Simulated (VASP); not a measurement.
A run of VASP 6.6.1 is set up as follows.

Contents of INCAR:

```
ALGO     = Normal         # electronic algorithm
EDIFF    = 1E-8           # SCF threshold, eV
ENCUT    = 520            # plane-wave cutoff, eV
GGA      = PE             # functional
IBRION   = 6              # ionic algorithm
ISIF     = 3              # what is computed and relaxed
ISMEAR   = 0              # smearing method
LASPH    = T              # aspherical terms in the spheres
LCHARG   = F              # write CHGCAR
LREAL    = F              # projectors in reciprocal space
LWAVE    = F              # write WAVECAR
NELM     = 80             # most SCF steps
NFREE    = 2            
NSW      = 1              # ionic steps
POTIM    = 0.015          # step
PREC     = Accurate       # precision mode
SIGMA    = 0.1            # smearing width, eV
```

KPOINTS

```
k-points
0
Gamma
  28 28 28
```

Contents of POSCAR:

```
Cu                                      
1.0
   -0.0000000000      1.8171121436      1.8171121436
    1.8171121436     -0.0000000000      1.8171121436
    1.8171121436      1.8171121436     -0.0000000000
  Cu            
     1
Direct
     0.0000000000000000    0.0000000000000000    1.0000000000000000
```

Potentials or basis: VASP PAW PBE potentials, release 64 (Cu).

Command:

```sh
$ cat potpaw_PBE.64/Cu/POTCAR > POTCAR
$ mpirun -np 1 vasp_std > vasp.out
```

**Question.** Predict the elastic constants C11, C12, C44.

**Answer.** 182, 119, 85 GPa.

**Question.** What does it give for the Voigt bulk modulus?

**Answer.** 140 GPa.

Elastic tensor in Voigt notation (GPa, in the Cartesian axes of the cell as first typed):
```
182 119 119   0   0   0
119 182 119   0   0   0
119 119 182   0   0   0
  0   0   0  85   0   0
  0   0   0   0  85   0
  0   0   0   0   0  85
```
